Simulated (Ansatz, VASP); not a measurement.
One calculation of Os, two programs

```
Os
1.0
     0.00000    1.90529    1.90529
     1.90529    0.00000    1.90529
     1.90529    1.90529    0.00000
Os
1
Direct
  0.00000 0.00000 0.00000
```

Change from the starting cell: volume scaled by 0.94.

Alike in both runs: task single point; functional PBE; k mesh 12 × 12 × 12; occupations fermi-dirac, width 0.05 eV; no spin polarisation.

```csv
,VASP,Ansatz
version,VASP 6.6.1,Ansatz 0.2.0
potentials or method,"VASP PAW PBE potentials, release 64 (Os), cutoff 520 eV","all-electron LAPW, scalar-relativistic"
```

```tsv
	VASP	Ansatz	Ansatz less VASP
gap on the k mesh at the Fermi level (eV)	none	none	-
pressure (GPa)	14.9	14.6	-0.27
```

A gap of «none» marks a metal or a gap that the smearing closes. Ansatz ran all-electron here, so the differences hold the error of VASP's frozen core and of both bases.

Spin-orbit coupling is left out, which matters for the levels of Os.
